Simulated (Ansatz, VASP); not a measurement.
## W: VASP beside Ansatz

Contents of POSCAR:

```
W
1.0
   -1.5851577801      1.5851577801      1.5851577801
    1.5851577801     -1.5851577801      1.5851577801
    1.5851577801      1.5851577801     -1.5851577801
W
1
Direct
    0.0000000000      0.0000000000      0.0000000000
```

Contents of INCAR.step1:

```
  PREC = Accurate
  ENCUT = 520
  ISMEAR = 0
  SIGMA = 0.1
  LREAL = False
  LASPH = True
  NELM = 80
  NBANDS = 13
  GGA = PE
  ALGO = Normal
  EDIFF = 1E-4
  LWAVE = True
  LCHARG = False
```

The input INCAR.step2:

```
  PREC = Accurate
  ENCUT = 520
  EDIFF = 1E-6
  ISMEAR = 0
  SIGMA = 0.1
  LREAL = False
  LASPH = True
  NELM = 80
  ALGO = Normal
  ISIF = 2
  LWAVE = False
  LCHARG = False
  METAGGA = R2SCAN
  LMIXTAU = True
  NBANDS = 13
  ISTART = 1
```

The input KPOINTS:

```
regular mesh
0
Gamma
  8 8 8
```

Input for Ansatz:

```yaml
crystal:
  lattice:
    - [-1.5851577801, 1.5851577801, 1.5851577801]
    - [1.5851577801, -1.5851577801, 1.5851577801]
    - [1.5851577801, 1.5851577801, -1.5851577801]
  atoms:
    - { symbol: W, position: [0.0, 0.0, 0.0] }
basis:
  ecutwfc: 500
kpoints:
  mp_grid: { grid: [8, 8, 8] }
hamiltonian:
  xc: r2scan
scf:
  occupations: { method: gaussian, width: 0.1 }
output:
  forces: true
  stress: true
  eigenvalues: true
```

Alike in both runs: task single point; functional r2SCAN; k mesh 8 × 8 × 8; occupations gaussian, width 0.1 eV; no spin polarisation.

```csv
,VASP,Ansatz
version,VASP 6.6.1,Ansatz 0.2.0
potentials or method,"VASP PAW PBE potentials, release 64 (W_sv)","scalar-relativistic, plane waves, PAW"
plane-wave cutoff (eV),520,500
valence electrons in the cell,14,14
```

Ansatz gave:

- gap on the k mesh at the Fermi level (eV): none
- pressure (GPa): -0.2

Problem. Estimate VASP's values.

Solution. gap on the k mesh at the Fermi level (eV): none; pressure (GPa): 1.0.

A gap of «none» marks a metal or a gap that the smearing closes.

Caveats: the PAW data sets were made with another functional, which shifts forces and pressure a little (VASP). Spin-orbit coupling is left out, which matters for the levels of W.
